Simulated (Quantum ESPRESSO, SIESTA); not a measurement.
This is a calculation of RuS2 (Laurite) for Quantum ESPRESSO 7.5. 

Contents of pw.in:

```
&CONTROL
  calculation = 'scf'
  prefix = 'pwscf'
  outdir = './tmp'
  pseudo_dir = './pseudo'
  tprnfor = .true.
  tstress = .true.
  disk_io = 'nowf'
/
&SYSTEM
  ibrav = 0
  nat = 12
  ntyp = 2
  ecutwfc = 60
  ecutrho = 440
  nbnd = 72
  occupations = 'smearing'
  smearing = 'fd'
  degauss = 0.00367493
/
&ELECTRONS
  conv_thr = 2.4d-09
  electron_maxstep = 120
  mixing_beta = 0.5
/
ATOMIC_SPECIES
Ru   101.0700 Ru_ONCV_PBE-1.0.oncvpsp.upf
S     32.0600 s_pbe_v1.4.uspp.F.UPF
CELL_PARAMETERS angstrom
   5.6106000000    0.0000000000    0.0000000000
   0.0000000000    5.6106000000    0.0000000000
   0.0000000000    0.0000000000    5.6106000000
ATOMIC_POSITIONS crystal
Ru     0.0000000000    0.5000000000    0.5000000000
Ru     0.5000000000    0.5000000000    0.0000000000
Ru     0.5000000000    0.0000000000    0.5000000000
Ru     0.0000000000    0.0000000000    0.0000000000
S      0.3883100000    0.1116900000    0.8883100000
S      0.1116900000    0.8883100000    0.3883100000
S      0.8883100000    0.3883100000    0.1116900000
S      0.6116900000    0.6116900000    0.6116900000
S      0.6116900000    0.8883100000    0.1116900000
S      0.8883100000    0.1116900000    0.6116900000
S      0.1116900000    0.6116900000    0.8883100000
S      0.3883100000    0.3883100000    0.3883100000
K_POINTS automatic
5 5 5 0 0 0
```

Potentials or basis: SSSP 1.3 efficiency PBE.

The run is started by

```console
$ OMP_NUM_THREADS=1 mpirun -n 2 pw.x -nk 2 -in pw.in > pw.out
```

**Question.** Translate it to SIESTA 5.4.2. Potentials or basis there: files PseudoDojo sr-pbe-0.4.1-standard, DZP (energy shift 0.003 Ry; two zetas on semicore shells).

**Answer.** As run (cutoffs and basis follow the program's own potentials, and thresholds, step limits or extra output files can differ):

The input RuS2.fdf:

```
SystemName                      Laurite
SystemLabel                     RuS2
NumberOfSpecies                 2
NumberOfAtoms                   12
%block ChemicalSpeciesLabel
  1  44 Ru
  2  16 S
%endblock ChemicalSpeciesLabel

LatticeConstant                 1.0 Ang
%block LatticeVectors
     5.6106000000     0.0000000000     0.0000000000
     0.0000000000     5.6106000000     0.0000000000
     0.0000000000     0.0000000000     5.6106000000
%endblock LatticeVectors
AtomicCoordinatesFormat         Fractional
%block AtomicCoordinatesAndAtomicSpecies
     0.0000000000     0.5000000000     0.5000000000  1  Ru
     0.5000000000     0.5000000000     0.0000000000  1  Ru
     0.5000000000     0.0000000000     0.5000000000  1  Ru
     0.0000000000     0.0000000000     0.0000000000  1  Ru
     0.3883100000     0.1116900000     0.8883100000  2  S
     0.1116900000     0.8883100000     0.3883100000  2  S
     0.8883100000     0.3883100000     0.1116900000  2  S
     0.6116900000     0.6116900000     0.6116900000  2  S
     0.6116900000     0.8883100000     0.1116900000  2  S
     0.8883100000     0.1116900000     0.6116900000  2  S
     0.1116900000     0.6116900000     0.8883100000  2  S
     0.3883100000     0.3883100000     0.3883100000  2  S
%endblock AtomicCoordinatesAndAtomicSpecies

%block kgrid.MonkhorstPack
    5   0   0  0.0
    0   5   0  0.0
    0   0   5  0.0
%endblock kgrid.MonkhorstPack
XC.Functional                   GGA
XC.Authors                      PBE
PAO.BasisSize                   DZP
PAO.EnergyShift                 0.003 Ry
Mesh.Cutoff                     800 Ry
OccupationFunction              FD
ElectronicTemperature           0.05 eV
MaxSCFIterations                120
SCF.MustConverge                false
SCF.Mixer.Method                Pulay
SCF.Mixer.Weight                0.25
SCF.Mixer.History               8
SCF.DM.Tolerance                5.0e-05
SCF.H.Tolerance                 1.0e-03 eV
WriteForces                     true
Charge.Mulliken                 end
Charge.Hirshfeld                end
Charge.Voronoi                  end
SaveRho                         true
SaveElectrostaticPotential      true
%block PAO.Basis
  Ru 5
  n=4 0 2
    2.997 0.000
  n=5 0 2
    8.634 0.000
  n=4 1 2
    3.435 0.000
  n=5 1 1
    8.634
  n=4 2 2
    5.937 0.000
%endblock PAO.Basis
```

Potentials or basis: PseudoDojo 0.4 standard (PBE files), converted to PSML, two zetas on semicore shells, DZP (energy shift 0.003 Ry; two zetas on semicore shells).

Run with:

```sh
$ siesta < RuS2.fdf > RuS2.out 2>&1
```

Both were run:

|  | Quantum ESPRESSO | SIESTA |
| --- | --- | --- |
| Pressure | 3.6 GPa | 6.5 GPa |
| Largest force | 0.247 eV/Å | 0.285 eV/Å |

Pressure is positive in compression.
